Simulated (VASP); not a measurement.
# Ta (Im-3m) in VASP: settings compared, part 2 of 2

VASP 6.6.1. The steps go on from the part before.

### Step 4. Relaxation of cell and atoms, LDA

File INCAR:

```
PREC = Accurate
ENCUT = 600
EDIFF = 1E-6
ISMEAR = 1
SIGMA = 0.1
LREAL = F
LASPH = T
NELM = 80
ALGO = Normal
ISIF = 3
LWAVE = F
LCHARG = F
GGA = CA
IBRION = 2
NSW = 90
EDIFFG = -0.01
```

File KPOINTS:

```
regular mesh
0
Gamma
  16 16 16
```

File POSCAR:

```
Ta
1.0
   -1.6512800000      1.6512800000      1.6512800000
    1.6512800000     -1.6512800000      1.6512800000
    1.6512800000      1.6512800000     -1.6512800000
Ta
1
Direct
    0.0000000000      0.0000000000      0.0000000000
```

Potentials or basis: VASP PAW LDA potentials, release 64 (Ta_pv).

Run with:

```console
> cat potpaw_LDA.64/Ta_pv/POTCAR > POTCAR
> mpirun -np 1 vasp_std > vasp.out
```

OUTCAR:

```text
PREC = Accurate
   ENCUT = 600
   EDIFF = 1E-6
   ISMEAR = 1
   LREAL = F
   LASPH = T
   NELM = 80
   ISIF = 3
   GGA = CA
   IBRION = 2
   NSW = 90
   EDIFFG = -0.01

 ion  position               nearest neighbor table
   1  0.000  0.000  0.000-

  LATTYP: Found a body centered cubic cell.
 ALAT       =     3.3025600000

  Lattice vectors:

 A1 = (  -1.6512800000,   1.6512800000,   1.6512800000)
 A2 = (   1.6512800000,  -1.6512800000,   1.6512800000)
 A3 = (   1.6512800000,   1.6512800000,  -1.6512800000)

Analysis of symmetry for initial positions (statically):
=====================================================================
 Subroutine PRICEL returns:
 Original cell was already a primitive cell.

 Routine SETGRP: Setting up the symmetry group for a
 body centered cubic supercell.

 Subroutine GETGRP returns: Found 48 space group operations
 (whereof 48 operations were pure point group operations)
 out of a pool of 48 trial point group operations.

The static configuration has the point symmetry O_h .

Analysis of symmetry for dynamics (positions and initial velocities):
=====================================================================
 Subroutine PRICEL returns:
 Original cell was already a primitive cell.

 Routine SETGRP: Setting up the symmetry group for a
 body centered cubic supercell.

 Subroutine GETGRP returns: Found 48 space group operations
 (whereof 48 operations were pure point group operations)
 out of a pool of 48 trial point group operations.

The dynamic configuration has the point symmetry O_h .

 Subroutine INISYM returns: Found 48 space group operations
 (whereof 48 operations are pure point group operations),
 and found     1 'primitive' translations

----------------------------------------------------------------------------------------
[... 128 lines left out ...]
   NGX = 11   NGY = 11   NGZ = 11

--------------------------------------- Ionic step        1  -------------------------------------------

 number of electron      11.0000002 magnetization

 Free energy of the ion-electron system (eV)
  ---------------------------------------------------
  ext. energy  EPLUGINS =         0.00000000
  ---------------------------------------------------
  free energy    TOTEN  =       -12.80387131 eV

  energy without entropy =      -12.80275711  energy(sigma->0) =      -12.80349991

------------------------ aborting loop because EDIFF is reached ----------------------------------------

  FORCE on cell =-STRESS in cart. coord.  units (eV):
  Direction    XX          YY          ZZ          XY          YZ          ZX
  --------------------------------------------------------------------------------------
  -------------------------------------------------------------------------------------
  Total       -0.9266474     -0.9266474     -0.9266474     -0.0000000      0.0000000     -0.0000000
  in kB      -82.4333523    -82.4333523    -82.4333523     -0.0000000      0.0000000     -0.0000000
  external PRESSURE =     -82.4333523 kB  Pullay stress =       0.0000000 kB
[... 92 lines left out ...]
--------------------------------------- Ionic step        4  -------------------------------------------

 number of electron      11.0000000 magnetization

 Free energy of the ion-electron system (eV)
  ---------------------------------------------------
  ext. energy  EPLUGINS =         0.00000000
  ---------------------------------------------------
  free energy    TOTEN  =       -12.82377594 eV

  energy without entropy =      -12.82313413  energy(sigma->0) =      -12.82356201

 E-fermi :   5.7388     XC(G=0): -13.0106

 val. band max:        5.7272105338   @ k =  -0.4375   0.4375   0.1875
 cond. band min:       5.7409059453   @ k =  -0.4375   0.4375   0.1250
 fundamental gap:      0.0136954115
 Fermi energy:         5.7387956983

 k-point     1 :       0.0000    0.0000    0.0000
  band No.  band energies     occupation
      1     -26.9758      2.00000
      2     -26.9758      2.00000
      3     -26.9758      2.00000
      4      -2.2454      2.00000
      5       6.4234     -0.00000
      6       6.4234     -0.00000
      7       6.4234     -0.00000
      8       9.8338      0.00000
      9       9.8338      0.00000
[... 265 lines left out ...]
 k-point    24 :       0.2500    0.1875    0.0000
  band No.  band energies     occupation
      1     -28.0575      2.00000
      2     -27.4238      2.00000
      3     -27.0954      2.00000
      4       2.0348      2.00000
      5       4.3954      2.00000
      6       5.1464      2.00000
      7       9.1635      0.00000
      8      10.7529      0.00000
      9      12.8269      0.00000

 [... further k-points ...]

------------------------ aborting loop because EDIFF is reached ----------------------------------------

  FORCE on cell =-STRESS in cart. coord.  units (eV):
  Direction    XX          YY          ZZ          XY          YZ          ZX
  --------------------------------------------------------------------------------------
  -------------------------------------------------------------------------------------
  Total       -0.0054946     -0.0054946     -0.0054946      0.0000000      0.0000000     -0.0000000
  in kB       -0.5097871     -0.5097871     -0.5097871      0.0000000      0.0000000     -0.0000000
  external PRESSURE =      -0.5097871 kB  Pullay stress =       0.0000000 kB
[... 16 lines left out ...]
  FREE ENERGIE OF THE ION-ELECTRON SYSTEM (eV)
  ---------------------------------------------------
  free  energy   TOTEN  =       -12.8237759442 eV

  energy  without entropy=      -12.8231341335  energy(sigma->0) =      -12.82356201

 reached required accuracy - stopping structural energy minimisation
```

OSZICAR:

```text
N       E                     dE             d eps       ncg     rms          rms(c)
DAV:   1     0.516489586435E+02    0.51649E+02   -0.70898E+03  2610   0.130E+03
DAV:   2    -0.125431440570E+02   -0.64192E+02   -0.63148E+02  3316   0.264E+02
[... 26 lines left out ...]
   3 F= -.12823751E+02 E0= -.12823531E+02  d E =-.198796E-01
       N       E                     dE             d eps       ncg     rms          rms(c)
DAV:   1    -0.128238891547E+02   -0.13824E-03   -0.38007E-03  2658   0.905E-01    0.979E-02
DAV:   2    -0.128237960779E+02    0.93077E-04   -0.12776E-04  2660   0.147E-01    0.328E-02
DAV:   3    -0.128237756720E+02    0.20406E-04   -0.64701E-05  2698   0.101E-01    0.122E-02
DAV:   4    -0.128237759442E+02   -0.27218E-06   -0.84506E-07  1965   0.103E-02
   4 F= -.12823776E+02 E0= -.12823562E+02  d E =-.199046E-01
```

CONTCAR:

```text
Ta
   1.00000000000000
    -1.6282913206234952    1.6282913206234952    1.6282913206234952
     1.6282913206234952   -1.6282913206234952    1.6282913206234952
     1.6282913206234952    1.6282913206234952   -1.6282913206234952
  Ta
     1
Direct
     1.0000000000000000    1.0000000000000000    1.0000000000000000

  0.00000000E+00  0.00000000E+00  0.00000000E+00
```

Wall time 27 s (1 thread of Intel Xeon Platinum 8559C (Emerald Rapids), shared host); peak memory 0.16 GiB.

What came out:

```
Free energy                            : -12.8238 eV
Relaxed volume                         : 17.27 Å³/atom
Relaxed cell                           : a = 2.820 Å, b = 2.820 Å, c = 2.820 Å, α = 109.47°, β = 109.47°, γ = 109.47°
Space group after relaxing (to 0.05 Å) : Im-3m (No. 229)
Energy gained by relaxing              : 19.9 meV/atom
Ionic steps                            : 4
Pressure after relaxing                : -0.1 GPa
Band gap on the k mesh                 : none (metal or under the smearing width)
```

The path:
```csv
step,energy change (eV),largest force (eV/Å),pressure (GPa),volume (Å³)
1,0.0000,0.0000,-8.24,18.01
2,0.0906,0.0000,24.48,15.70
3,-0.0199,0.0000,-0.32,17.29
4,-0.0199,0.0000,-0.05,17.27
```

Final structure:
```
Ta
1.0
    -1.62829    1.62829    1.62829
     1.62829   -1.62829    1.62829
     1.62829    1.62829   -1.62829
Ta
1
Direct
  0.00000 0.00000 0.00000
```

Levels at points of the mesh, in eV from the Fermi level:
| k point | band 1 | band 2 | band 3 | band 4 | band 5 | band 6 | band 7 | band 8 | band 9 |
| --- | --- | --- | --- | --- | --- | --- | --- | --- | --- |
| (0.00, 0.00, 0.00) | -32.71 | -32.71 | -32.71 | -7.98 | 0.68 | 0.68 | 0.68 | 4.10 | 4.10 |
| (0.50, 0.00, 0.00) | -34.09 | -33.16 | -32.73 | -4.55 | -1.70 | 1.96 | 4.00 | 5.07 | 8.19 |
| (0.50, 0.50, 0.50) | -33.67 | -33.67 | -33.67 | -4.06 | -4.06 | 7.15 | 7.15 | 7.15 | 9.16 |

Spin-orbit coupling is left out, which matters for the levels of Ta. Zero-point motion and thermal expansion aren't in these numbers.

### Step 5. Relaxation of cell and atoms, LDA

This run uses another cell than the first one, of 17.27 Å³/atom, 0.959 times its volume.

Edit INCAR of step 4 so:

```diff
@@ -2,3 +2,3 @@
 ENCUT = 600
-EDIFF = 1E-6
+EDIFF = 1E-7
 ISMEAR = 1
@@ -15,2 +15,2 @@
 NSW = 90
-EDIFFG = -0.01
+EDIFFG = -0.005
```

KPOINTS is that of step 4.

File POSCAR:

```
Ta                                      
1.0
   -1.6282913206      1.6282913206      1.6282913206
    1.6282913206     -1.6282913206      1.6282913206
    1.6282913206      1.6282913206     -1.6282913206
  Ta            
     1
Direct
     1.0000000000000000    1.0000000000000000    1.0000000000000000
```

Run with:

```console
> cat potpaw_LDA.64/Ta_pv/POTCAR > POTCAR
> mpirun -np 1 vasp_std > vasp.out
```

It used 7.4 s of CPU time on 1 thread of Intel(R) Xeon(R) Platinum 8559C (Emerald Rapids), on a shared host, which was overloaded at the time.

It converged, with:

| Property | Result |
| --- | --- |
| Free energy | -12.8237 eV |
| Pressure after relaxing | 0.0 GPa |
| Band gap on the k mesh | none (metal or under the smearing width) |

Final structure:
```
CELL_PARAMETERS angstrom
-1.62829 1.62829 1.62829
1.62829 -1.62829 1.62829
1.62829 1.62829 -1.62829
ATOMIC_POSITIONS crystal
Ta 0.00000 0.00000 0.00000
```

Levels at points of the mesh, in eV from the Fermi level:
```
           k point  band 2  band 3  band 4  band 5  band 6  band 7  band 8  band 9
(0.00, 0.00, 0.00)  -32.71  -32.71   -7.98    0.68    0.68    0.68    4.09    4.09
(0.50, 0.00, 0.00)  -33.16  -32.73   -4.55   -1.70    1.96    4.00    5.07    8.19
(0.50, 0.50, 0.50)  -33.67  -33.67   -4.06   -4.06    7.15    7.15    7.15    9.16
```

Caveat: the relaxation stopped at its first step, so nothing moved.
